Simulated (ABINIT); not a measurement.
# SnO2 (Cassiterite) (P4_2/mnm) in ABINIT: further runs

One crystal, SnO2 (Cassiterite), is run at these levels: PBEsol, r2SCAN; tasks: band structure.

Program: ABINIT 10.8.3 (patched build). These are calculated values, not measurements. Logs are shortened: lines on timing, memory, paths and dates and some standing lists are left out, and cuts for length are marked. The log counts tension as positive stress, the text compression.

## Step 1: The crystal as given

Symmetry: P4_2/mnm, No. 136, tetragonal system. The conventional cell has a = 4.738 Å, b = 4.738 Å, c = 3.187 Å, α = 90.00°, β = 90.00°, γ = 90.00°. Sn (site symmetry mmm) has 6 O at 2.05 to 2.06 Å as nearest neighbours. O (site symmetry m2m) is surrounded by 3 Sn at 2.05 to 2.06 Å.

## Step 2: Band structure, PBEsol

Contents of run.abi:

```
# Datasets: ground state, then fixed potential
ndtset 2

# Pseudopotentials
pp_dirpath "./"
pseudos "Sn.GGA_PBE-JTH.xml, O.GGA_PBE-JTH.xml"

# Structure
acell 3*1.0
rprim
     8.9535223785     0.0000000000     0.0000000000
     0.0000000000     8.9535223785     0.0000000000
     0.0000000000     0.0000000000     6.0216122961
ntypat 2
znucl 50 8
natom 6
typat 1 1 2 2 2 2
xcart
     4.4767611892     4.4767611892     3.0108061481
     0.0000000000     0.0000000000     0.0000000000
     7.2263879117     1.7271344668     3.0108061481
     6.2038956560     6.2038956560     0.0000000000
     1.7271344668     7.2263879117     3.0108061481
     2.7496267224     2.7496267224     0.0000000000

# Plane-wave basis
ecut 625.861884 eV
pawecutdg 45.0
pawxcdev 0

# Exchange and correlation
ixc -116133

# Bands and occupations
occopt 3
tsmear 0.00183747

# SCF cycle
nstep 100

# Output
iomode 3
prtwf 0
prteig 0
prtebands 0
enunit 1
prtden1 1

# Dataset 1
kptopt1 1
ngkpt1 6 6 8
nshiftk1 1
shiftk1 0.0 0.0 0.0
nband1 32
tolvrs1 1.0e-9

# Dataset 2: bands along G-X-M-G-Z-R-A-Z
iscf2 -2
getden2 1
nband2 38
nbdbuf2 4
tolwfr2 1.0e-11
kptopt2 -7
ndivsm2 8
prteig2 1
prtvol2 -3
kptbounds2
     0.0000000000     0.0000000000     0.0000000000
     0.0000000000     0.5000000000     0.0000000000
     0.5000000000     0.5000000000     0.0000000000
     0.0000000000     0.0000000000     0.0000000000
     0.0000000000     0.0000000000     0.5000000000
     0.0000000000     0.5000000000     0.5000000000
     0.5000000000     0.5000000000     0.5000000000
     0.0000000000     0.0000000000     0.5000000000
```

Potentials or basis: JTH PAW PBE v2.0.

Launch:

```bash
abinit run.abi > log 2>&1
```

run.abo:

```text
.Version 10.8.3 of ABINIT
 DATASET    1 : space group P4_2/m n m (#136); Bravais tP (primitive tetrag.)
================================================================================
 Values of the parameters that define the memory need for DATASET  1.
     intxc =       0    ionmov =       0      iscf =      17    lmnmax =      18
     lnmax =       6     mgfft =      40  mpssoang =       3    mqgrid =    3001
     natom =       6  nloc_mem =       2    nspden =       1   nspinor =       1
    nsppol =       1      nsym =      16    n1xccc =       1    ntypat =       2
    occopt =       3   xclevel =       2
       mpw =        2573          nfft =       43200          nkpt =          50
 PAW method is used; the additional fine FFT grid is defined by:
   mgfftf=        60    nfftf =    144000
================================================================================
================================================================================

 DATASET    2 : space group P4_2/m n m (#136); Bravais tP (primitive tetrag.)
================================================================================
 Values of the parameters that define the memory need for DATASET  2.
     intxc =       0    ionmov =       0      iscf =      -2    lmnmax =      18
     lnmax =       6     mgfft =      40  mpssoang =       3    mqgrid =    3001
     natom =       6  nloc_mem =       2    nspden =       1   nspinor =       1
    nsppol =       1      nsym =      16    n1xccc =       1    ntypat =       2
    occopt =       3   xclevel =       2
       mpw =        2577          nfft =       43200          nkpt =          67
 PAW method is used; the additional fine FFT grid is defined by:
   mgfftf=        60    nfftf =    144000
================================================================================
================================================================================

--------------------------------------------------------------------------------
------------- Echo of variables that govern the present computation ------------
--------------------------------------------------------------------------------
 -outvars: echo values of preprocessed input variables --------
            acell      1.0000000000E+00  1.0000000000E+00  1.0000000000E+00 Bohr
              amu      1.18710000E+02  1.59994000E+01
             ecut      2.30000000E+01 Hartree
           enunit           1
           getden1          0
           getden2          1
             iscf1         17
             iscf2         -2
              ixc     -116133
           jdtset        1    2
           kptopt1          1
           kptopt2         -7
         kptrlatt        6    0    0      0    6    0      0    0    8
          kptrlen1     4.81728984E+01
          kptrlen2     3.00000000E+01
            natom           6
            nband1         32
            nband2         38
           nbdbuf1          0
           nbdbuf2          4
           ndtset           2
           ndivsm1          0
           ndivsm2          8
            ngfft          40      40      27
          ngfftdg          60      60      40
             nkpt1         50
             nkpt2         67
            nstep         100
             nsym          16
           ntypat           2
           occopt           3
        pawecutdg      4.50000000E+01 Hartree
         pawxcdev           0
        prtebands           0
           prteig1          0
           prteig2          1
           prtvol1          0
           prtvol2         -3
            prtwf           0
            rprim      8.9535223785E+00  0.0000000000E+00  0.0000000000E+00
                       0.0000000000E+00  8.9535223785E+00  0.0000000000E+00
                       0.0000000000E+00  0.0000000000E+00  6.0216122961E+00
           shiftk1     0.00000000E+00  0.00000000E+00  0.00000000E+00
           shiftk2     5.00000000E-01  5.00000000E-01  5.00000000E-01
          spgroup         136
           tolvrs1     1.00000000E-09
[... 1156 lines left out ...]
 -5.3944E-01 -5.3944E-01 -5.3741E-01 -5.3741E-01 -4.4452E-01 -4.4452E-01
 -3.8145E-01 -3.8145E-01 -8.2584E-02 -8.2584E-02  2.7853E-02  2.7853E-02
  4.7060E-02  4.7060E-02  9.0118E-02  9.0118E-02  1.2457E-01  1.2457E-01
  1.3985E-01  1.3985E-01  4.1248E-01  4.1248E-01  5.3954E-01  5.3954E-01
  5.7483E-01  5.7483E-01  5.8413E-01  5.8413E-01  6.4895E-01  6.4895E-01
  6.9237E-01  7.0071E-01

--- !ResultsGS
iteration_state: {dtset: 2, }
comment   : Summary of ground state results
lattice_vectors:
- [  8.9535224,   0.0000000,   0.0000000, ]
- [  0.0000000,   8.9535224,   0.0000000, ]
- [  0.0000000,   0.0000000,   6.0216123, ]
lattice_lengths: [   8.95352,    8.95352,    6.02161, ]
lattice_angles: [ 90.000,  90.000,  90.000, ] # degrees, (23, 13, 12)
lattice_volume:   4.8272594E+02
convergence: {deltae:  0.000E+00, res2:  0.000E+00, residm:  9.992E-12, diffor:  0.000E+00, }
etotal    :  -2.03878675E+02
entropy   :   0.00000000E+00
fermie    :   2.08509124E-01
cartesian_stress_tensor: null
pressure_GPa: null
xred      :
- [  5.0000E-01,   5.0000E-01,   5.0000E-01, Sn]
- [ -2.7922E-12,  -2.7922E-12,   4.1517E-12, Sn]
- [  8.0710E-01,   1.9290E-01,   5.0000E-01,  O]
- [  6.9290E-01,   6.9290E-01,   4.1517E-12,  O]
- [  1.9290E-01,   8.0710E-01,   5.0000E-01,  O]
- [  3.0710E-01,   3.0710E-01,   4.1517E-12,  O]
cartesian_forces: null
force_length_stats: {min: null, max: null, mean: null, }
...

 Integrated electronic density in atomic spheres:
 ------------------------------------------------
 Atom  Sphere_radius  Integrated_density
    1        2.51086         12.22191840
    2        2.51086         12.22191840
    3        1.41465          4.57572088
    4        1.41465          4.57572088
    5        1.41465          4.57572088
    6        1.41465          4.57572088

================================================================================

 ----iterations are completed or convergence reached----

 Mean square residual over all n,k,spin=   51.938E-13; max=  99.921E-13
 reduced coordinates (array xred) for    6 atoms
       0.499999999997      0.499999999997      0.500000000004
      -0.000000000003     -0.000000000003      0.000000000004
       0.807099999999      0.192899999996      0.500000000004
       0.692899999996      0.692899999996      0.000000000004
       0.192899999996      0.807099999999      0.500000000004
       0.307099999999      0.307099999999      0.000000000004

 cartesian coordinates (angstrom) at end:
    1      2.36899999838573     2.36899999838573     1.59324999892705
    2     -0.00000000001323    -0.00000000001323     0.00000000001323
    3      3.82403979740906     0.91396019936239     1.59324999892705
    4      3.28296019776135     3.28296019776135     0.00000000001323
    5      0.91396019936239     3.82403979740906     1.59324999892705
    6      1.45503979901010     1.45503979901010     0.00000000001323
 length scales=  1.000000000000  1.000000000000  1.000000000000 bohr
              =  0.529177210544  0.529177210544  0.529177210544 angstroms
 Eigenvalues (   eV  ) for nkpt=  67  k points:
 kpt#   1, nband= 38, wtk=  1.00000, kpt=  0.0000  0.0000  0.0000 (reduced coord)
 -15.95779  -15.19152  -14.89435  -14.86318  -14.86318  -14.78412  -14.74499  -14.65387
 -14.61453  -14.61453  -13.81877  -11.96683  -11.96683  -10.10428   -3.09035    0.95326
   0.95326    1.05458    1.93003    2.99094    3.15758    3.86170    3.86170    4.28143
   4.28143    5.07363    6.25266   11.11911   11.25603   11.25603   15.32447   15.52928
  17.06350   17.06350   17.51521   17.56569   20.25452   21.59681
 kpt#   2, nband= 38, wtk=  1.00000, kpt=  0.0000  0.0625  0.0000 (reduced coord)
 -15.95176  -15.19733  -14.89435  -14.86287  -14.86286  -14.79134  -14.74401  -14.65458
 -14.61492  -14.61489  -13.80696  -11.99451  -11.94144  -10.11239   -3.06566    0.87603
   0.97342    1.06981    1.95378    2.96553    3.19198    3.86256    3.86512    4.18010
   4.28427    5.05270    6.37460   11.06442   11.27104   11.31645   15.37004   15.56747
  17.02484   17.06088   17.50854   17.56790   20.19099   21.61799
 kpt#   3, nband= 38, wtk=  1.00000, kpt=  0.0000  0.1250  0.0000 (reduced coord)
 -15.93375  -15.21587  -14.89438  -14.86201  -14.86196  -14.81016  -14.74106  -14.65674
 -14.61598  -14.61589  -13.77132  -12.07415  -11.86756  -10.13879   -2.99118    0.66468
   1.03293    1.11519    2.02427    2.89226    3.27561    3.86509    3.87374    3.93120
   4.29262    4.99137    6.68499   10.96498   11.31792   11.42822   15.49392   15.68064
[... 371 lines left out ...]
   3.78277    3.83785   11.16001   11.33601   14.02523   14.77594   15.70115   15.72582
  15.73511   16.39201   17.69709   17.71044   18.34068   18.68379
 kpt#  66, nband= 38, wtk=  1.00000, kpt=  0.0455  0.0455  0.5000 (reduced coord)
 -15.71617  -15.69525  -15.18491  -15.15285  -14.73191  -14.73153  -14.67875  -14.67832
 -14.62324  -14.62240  -12.12459  -12.09229  -10.38159  -10.35982   -2.26679   -2.21111
   0.71725    0.73717    1.04391    1.34273    2.45211    2.67219    3.40684    3.40940
   3.79904    3.81369   11.20875   11.25409   14.47099   14.70574   15.65728   15.66292
  15.85510   16.06344   17.66643   17.67141   18.66594   18.79924
 kpt#  67, nband= 38, wtk=  1.00000, kpt=  0.0000  0.0000  0.5000 (reduced coord)
 -15.69494  -15.69494  -15.18440  -15.18440  -14.73102  -14.73102  -14.67889  -14.67889
 -14.62354  -14.62354  -12.09599  -12.09599  -10.37989  -10.37989   -2.24723   -2.24723
   0.75793    0.75793    1.28057    1.28057    2.45223    2.45223    3.38977    3.38977
   3.80549    3.80549   11.22429   11.22429   14.68169   14.68169   15.64186   15.64186
  15.89508   15.89508   17.65880   17.65880   18.84040   19.06717

== END DATASET(S) ==============================================================
================================================================================

 -outvars: echo values of variables after computation  --------
            acell      1.0000000000E+00  1.0000000000E+00  1.0000000000E+00 Bohr
           etotal1    -2.0387867507E+02
            fcart1     7.2280144832E-20  7.2280144832E-20 -0.0000000000E+00
                       7.2280144832E-20  7.2280144832E-20 -0.0000000000E+00
                      -2.6916681791E-03  2.6916681791E-03 -0.0000000000E+00
                       2.6916681791E-03  2.6916681791E-03 -0.0000000000E+00
                       2.6916681791E-03 -2.6916681791E-03 -0.0000000000E+00
                      -2.6916681791E-03 -2.6916681791E-03 -0.0000000000E+00
            rprim      8.9535223785E+00  0.0000000000E+00  0.0000000000E+00
                       0.0000000000E+00  8.9535223785E+00  0.0000000000E+00
                       0.0000000000E+00  0.0000000000E+00  6.0216122961E+00
           strten1    -1.0885250475E-04 -1.0885250475E-04 -1.6802918803E-04
                       0.0000000000E+00  0.0000000000E+00  0.0000000000E+00
           xangst      2.3689999984E+00  2.3689999984E+00  1.5932499989E+00
                      -1.3229363762E-11 -1.3229363762E-11  1.3229502013E-11
                       3.8240397974E+00  9.1396019936E-01  1.5932499989E+00
                       3.2829601978E+00  3.2829601978E+00  1.3229502013E-11
                       9.1396019936E-01  3.8240397974E+00  1.5932499989E+00
                       1.4550397990E+00  1.4550397990E+00  1.3229502013E-11
             xred      5.0000000000E-01  5.0000000000E-01  5.0000000000E-01
                      -2.7921831514E-12 -2.7921831514E-12  4.1517345117E-12
                       8.0710000000E-01  1.9290000000E-01  5.0000000000E-01
                       6.9290000000E-01  6.9290000000E-01  4.1517345117E-12
                       1.9290000000E-01  8.0710000000E-01  5.0000000000E-01
                       3.0710000000E-01  3.0710000000E-01  4.1517345117E-12
 Calculation completed.
```

It took 4.1 min on 1 thread of Arm Neoverse V2, shared host; peak memory 0.22 GiB.

Results:

* Free energy: -5547.8214 eV
* Pressure: 3.8 GPa
* Largest force: 0.196 eV/Å
* Band gap on the k mesh: 1.18 eV, direct
* Band gap along the path: 1.18 eV, direct

Forces in eV/Å, atoms in the order of the input:
```
Sn   0.000  0.000  0.000
Sn   0.000  0.000  0.000
O   -0.138  0.138  0.000
O    0.138  0.138  0.000
O    0.138 -0.138  0.000
O   -0.138 -0.138  0.000
```

Levels at the corners of the path, in eV from the valence-band top:
```tsv
point	band 22	band 23	band 24	band 25	band 26	band 27	band 28	band 29	band 30	band 31
Γ	-1.21	-1.21	-0.79	-0.79	0.00	1.18	6.05	6.18	6.18	10.25
X	-1.97	-1.18	-1.18	-0.64	-0.64	4.36	4.36	6.93	6.93	10.84
M	-2.00	-1.29	-1.29	-0.90	-0.90	4.76	4.76	7.39	7.39	10.88
Γ	-1.21	-1.21	-0.79	-0.79	0.00	1.18	6.05	6.18	6.18	10.25
Z	-2.62	-1.68	-1.68	-1.27	-1.27	6.15	6.15	9.61	9.61	10.57
R	-1.74	-1.12	-1.12	-0.68	-0.68	6.43	6.43	7.92	7.92	10.93
A	-2.45	-0.99	-0.99	-0.84	-0.84	4.82	4.82	8.71	8.71	10.92
Z	-2.62	-1.68	-1.68	-1.27	-1.27	6.15	6.15	9.61	9.61	10.57
```

Caveat: the PAW data sets were made with another functional, which shifts forces and pressure a little; spin-orbit coupling is left out, which moves the levels of the heavy elements; the atomic spheres overlap. Expect the measured gap to be larger: semilocal functionals such as PBEsol lack the derivative discontinuity.

## Step 3: Band structure, r2SCAN

run.abi: that of step 2 with these lines changed.

```diff
@@ -26,8 +26,9 @@
 # Plane-wave basis
-ecut 625.861884 eV
-pawecutdg 45.0
-pawxcdev 0
+ecut 761.918815 eV
+pawecutdg 50.0
 
 # Exchange and correlation
-ixc -116133
+ixc -497498
+usekden 1
+pawxcdev 0
 
@@ -47,2 +48,6 @@
 prtden1 1
+prtkden1 1
+prtvha1 1
+prtvclmb1 1
+prtpot1 1
 
@@ -50,3 +55,3 @@
 kptopt1 1
-ngkpt1 6 6 8
+ngkpt1 5 5 7
 nshiftk1 1
@@ -54,3 +59,3 @@
 nband1 32
-tolvrs1 1.0e-9
+tolvrs1 1.0e-7
 
@@ -59,2 +64,3 @@
 getden2 1
+getkden2 1
 nband2 38
```

Potentials or basis: JTH PAW PBE v2.0.

Launch:

```bash
abinit run.abi > log 2>&1
```

Run time: 11 min. Hardware: 1 thread of Arm Neoverse V2, shared host; peak memory 0.33 GiB.

The run converged. Its results:

| Item | Value |
| --- | --- |
| Free energy | -4456.7048 eV |
| Pressure | 2.1 GPa |
| Largest force | 0.235 eV/Å |
| Band gap on the k mesh | 1.96 eV, direct |
| Band gap along the path | 1.96 eV, direct |

Forces on the atoms (eV/Å):
```
Sn   0.000  0.000  0.000
Sn   0.000  0.000  0.000
O   -0.166  0.166  0.000
O    0.166  0.166  0.000
O    0.166 -0.166  0.000
O   -0.166 -0.166  0.000
```

Stress tensor (GPa, compression positive):
```
1.71 0.00 0.00
0.00 1.71 0.00
0.00 0.00 2.86
```

Levels at the corners of the path, in eV from the valence-band top:
```
point  band 22  band 23  band 24  band 25  band 26  band 27  band 28  band 29  band 30  band 31
    Γ    -1.15    -1.15    -0.77    -0.77     0.00     1.96     6.92     7.14     7.14    11.24
    X    -1.93    -1.11    -1.11    -0.62    -0.62     5.15     5.15     7.87     7.87    12.00
    M    -1.94    -1.23    -1.23    -0.92    -0.92     5.58     5.58     8.31     8.31    12.03
    Γ    -1.15    -1.15    -0.77    -0.77     0.00     1.96     6.92     7.14     7.14    11.24
    Z    -2.52    -1.68    -1.68    -1.27    -1.27     7.06     7.06    10.66    10.66    11.68
    R    -1.71    -1.12    -1.12    -0.62    -0.62     7.34     7.34     8.97     8.97    12.08
    A    -2.35    -0.97    -0.97    -0.86    -0.86     5.73     5.73     9.69     9.69    12.05
    Z    -2.52    -1.68    -1.68    -1.27    -1.27     7.06     7.06    10.66    10.66    11.68
```

Caveat: totals of a meta-GGA on PAW files have another zero than those of a GGA; the PAW data sets were made with another functional, which shifts forces and pressure a little; spin-orbit coupling is left out, which moves the levels of the heavy elements; the atomic spheres overlap. r2SCAN opens gaps a little over a GGA but as a rule still falls short of measured ones.
